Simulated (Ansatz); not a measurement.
## Bi: do energies and stresses tell the same story?

Computed with DFT r2SCAN, scalar-relativistic, plane waves, PAW in Ansatz 0.2.0.

Settings: cutoff 500 eV, Γ-centred mesh 16×16×16 on the computed 1-atom cell, Gaussian smearing of 0.10 eV; no spin polarisation.

Relaxed cell: Im-3m, a = 3.960 Å, b = 3.960 Å, c = 3.960 Å, α = 90.00°, β = 90.00°, γ = 90.00°, 1 atom in the primitive cell. This bcc form isn't the element's structure at ambient conditions.

Energies at zero smearing and pressures from the stress tensor, at volumes with shape and atoms relaxed:
| V (Å³/atom) | E − E(first) (meV/atom) | P (GPa) |
| --- | --- | --- |
| 29.195 | 0.00 | 3.99 |
| 30.127 | -16.47 | 1.82 |
| 31.059 | -21.35 | 0.02 |
| 31.991 | -16.65 | -1.47 |
| 32.922 | -4.18 | -2.72 |

Task: Check P = −dE/dV between neighbouring volumes, and get the bulk modulus from the pressures alone.

Result: With 1 eV/Å³ = 160.2 GPa:
```tsv
middle V (Å³/atom)	−ΔE/ΔV (GPa)	mean P (GPa)
29.661	2.833	2.907
30.593	0.839	0.920
31.525	-0.809	-0.727
32.456	-2.144	-2.094
```

The two differ by 0.08 GPa at most. The mean of two end pressures misses the average over a step by about ΔV² P″/12, up to 0.03 GPa here; with that taken off 0.06 GPa remains. The stress is the derivative of the free energy, not of the energy at zero smearing, and with free energies 0.00 GPa remains. Around V = 31.059 Å³/atom, the two neighbours give B = −V ΔP/ΔV = 31.059 × 3.29 / 1.864 = 54.9 GPa, against B0 = 54.7 GPa from the Birch–Murnaghan fit of the energies.

Spin–orbit coupling is left out, which can shift energies with elements as heavy as these.

Cost: 6 runs of about 1.4 core-minutes in all, on Arm Neoverse V1 (shared hosts).